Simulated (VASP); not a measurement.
Set up this calculation in VASP 6.6.1, as the native input.

```yaml
Task: density of states
Functional: PBE
Potentials_or_basis: VASP PAW PBE potentials, release 64 (Tl_d)
Cutoff: 520 eV
k_mesh: 12 × 12 × 6
Occupations: gaussian, width 0.0166 eV
Spin: no spin polarisation
Dipole_correction: no
k_mesh_for_the_DOS: 18 × 18 × 9
Occupations_for_the_DOS: tetrahedron
Further_INCAR_settings: ALGO = Fast; EDIFF = 1e-06; NBANDS = 20
```

Crystal: Tl.

```xyz
2
Lattice="3.1763 0.0000 0.0000 1.5881 2.7507 0.0000 0.0000 0.0000 5.9899" Properties=species:S:1:pos:R:3 pbc="T T T"
Tl    3.1762    1.8338    1.4975
Tl    1.5881    0.9169    4.4924
```

The cell was built by a generator and needn't be a form met in nature.

The input as run:

POSCAR

```
Tl
1.0
    3.1762680000      0.0000000000      0.0000000000
    1.5881290000      2.7507320000      0.0000000000
    0.0000000000      0.0000000000      5.9899100000
Tl
2
Direct
    0.6666600000      0.6666700000      0.2500000000
    0.3333300000      0.3333300000      0.7500000000
```

INCAR.step1

```
SYSTEM = Tl
PREC = Accurate
ENCUT = 520
EDIFF = 1E-6
ISMEAR = 0
SIGMA = 0.0166
LREAL = .False.
LASPH = .True.
NELM = 60
ALGO = Fast
ISIF = 2
LWAVE = .False.
LCHARG = .True.
GGA = PE
NBANDS = 20
```

KPOINTS.step1

```
Automatic mesh
0
Gamma
  12 12 6
  0 0 0
```

INCAR.step2

```
SYSTEM = Tl
PREC = Accurate
ENCUT = 520
EDIFF = 1E-6
ISMEAR = -5
SIGMA = 0.0166
LREAL = .False.
LASPH = .True.
NELM = 60
ALGO = Fast
ISIF = 2
LWAVE = .False.
LCHARG = .False.
GGA = PE
LORBIT = 11
NBANDS = 20
NEDOS = 1001
ICHARG = 11
```

KPOINTS.step2

```
Automatic mesh
0
Gamma
  18 18 9
  0 0 0
```

Potentials or basis: VASP PAW PBE potentials, release 64 (Tl_d).

Command:

```sh
$ cat potpaw_PBE.64/Tl_d/POTCAR > POTCAR
$ cp INCAR.step1 INCAR
$ cp KPOINTS.step1 KPOINTS
$ mpirun -np 1 vasp_std > vasp.out
$ cp INCAR.step2 INCAR
$ cp KPOINTS.step2 KPOINTS
$ mpirun -np 1 vasp_std > vasp.out
```

Results of the run:

- Valence electrons inside the program's atomic spheres: Tl 11.27

Wall time 3.8 min on 1 thread of Intel(R) Xeon(R) Platinum 8488C (Sapphire Rapids) (shared host), peak memory 0.46 GiB.
